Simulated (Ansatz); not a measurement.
# HfN: from a trial structure to a relaxed crystal

Theory: DFT PBE, scalar-relativistic, plane waves, PAW (Ansatz 0.2.0). Cutoff 420 eV, Γ-centred k mesh, Gaussian smearing, no spin polarisation in the final step.

The start is a random cell of HfN with space group Fmmm (No. 69), drawn with lower limits on the distances.

```
Hf N
1.0
     0.00000    2.74391    3.41295
     2.69132    0.00000    3.41295
     2.69132    2.74391    0.00000
Hf N
2 2
Direct
  0.66400 0.66400 0.33600
  0.33600 0.33600 0.66400
  0.00000 0.50000 0.00000
  0.50000 0.00000 0.50000
```

Cell and atoms relax at zero pressure; the relaxation can't lower the symmetry of the start. After a coarse first stage the cell is made exact in the group found at 0.06 Å.

The zero of energy is the elements' standard structures at the same level (N₂ as a molecule); no fitted shifts are applied.

Task: What does it relax into?

Result: It keeps Fmmm (No. 69). Conventional cell: a = 5.409 Å, b = 6.061 Å, c = 11.524 Å. Hf is coordinated by 2 N at 1.93 Å; N has 2 Hf at 1.93 Å.

```cif
data_structure
_symmetry_space_group_name_H-M 'Fmmm'
_symmetry_Int_Tables_number 69
_cell_length_a 5.4085
_cell_length_b 6.0605
_cell_length_c 11.5242
_cell_angle_alpha 90.000
_cell_angle_beta 90.000
_cell_angle_gamma 90.000
_cell_volume 377.75
loop_
_atom_site_label
_atom_site_type_symbol
_atom_site_symmetry_multiplicity
_atom_site_Wyckoff_symbol
_atom_site_fract_x
_atom_site_fract_y
_atom_site_fract_z
_atom_site_occupancy
Hf1 Hf 8 i 0.50000 0.00000 0.14646 1
N1 N 8 c 0.00000 0.75000 0.25000 1
```

Task: What are its volume, energy, density and gap?

Result: The volume per atom is 23.61 Å³, the density is 6.77 g/cm³ and the energy over the elements is 0.15 eV/atom. The gap on the 12×12×12 mesh is 0 eV (a metal).

The final run used a 12×12×12 mesh on its 4-atom cell and 0.10 eV smearing. For metals, differences of a few meV/atom aren't resolved. Spin–orbit coupling is left out. Symmetry constrained the relaxation, so the result can be a saddle point.

Cost: 2 runs of about 15 core-minutes in all, on AMD EPYC 7R43 (Zen 3) (shared hosts).